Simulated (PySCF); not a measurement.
An unknown gives this computed stick spectrum. Level of theory: PySCF 2.14.0, density-fitted response routines, TDDFT CAM-B3LYP/def2-SVPD, vertical, gas phase, core orbitals frozen in the response. Geometries: GFN2-xTB, one conformer each. The highest level found (9.05 eV, f 0.0003 so far) is left out, since the window may have cut off a degenerate partner.

```tsv
state	ν̃ (cm⁻¹)	f	main configurations (H = HOMO, L = LUMO)
S1	66940	0.030	H-1/H→L (≥97%)
S2	66950	0.030	H-1/H→L (≥97%)
S3	68090	0.0000	H-2→L (95%)
S4	72200	0.0000	H-1/H→L+1/L+2 (≥86%)
S5	72250	0.0000	H-1/H→L+1/L+2 (≥93%)
S6	72260	0.0003	H-1/H→L+1/L+2 (≥96%)
```

Triplets computed (Tamm–Dancoff): 8.09, 8.09, 8.20 eV.

Question: Which structure fits? All have the formula C4H8.
A. cyclobutane, `C1CCC1`
B. 1-butene, `C=CCC`
C. trans-2-butene, `C/C=C/C`

Answer: A. Its S1, at 8.30 eV, is the highest among the candidates; the nearest of the others has S1 at 7.36 eV. Löwdin shares by element: HOMO (one of a set within 0.03 eV) carbon 78% (atoms not listed hold the other 22%); LUMO carbon 53% (atoms not listed hold the other 47%). At the same level the other candidates give, for their lowest levels:
- `C=CCC`: 7.36 eV (f 0.071); 7.53 eV (f 0.415); 7.92 eV (f 0.001); 8.16 eV (f 0.001); 8.18 eV (f 0.013); T1 4.51 eV; HOMO -8.78, LUMO 1.40 eV
- `C/C=C/C`: 6.88 eV (f 0.004); 7.36 eV (f 0.002); 7.38 eV (f 0.434); 7.49 eV (f 0.000); 8.53 eV (f 0.000); T1 4.45 eV; HOMO -8.27, LUMO 1.65 eV

Orbitals of the list HOMO-3 to LUMO+2 that lie within 0.01 eV of each other are written together with a slash and their weights summed (≥ marks a lower bound); for degenerate orbitals outside that list single weights are arbitrary.
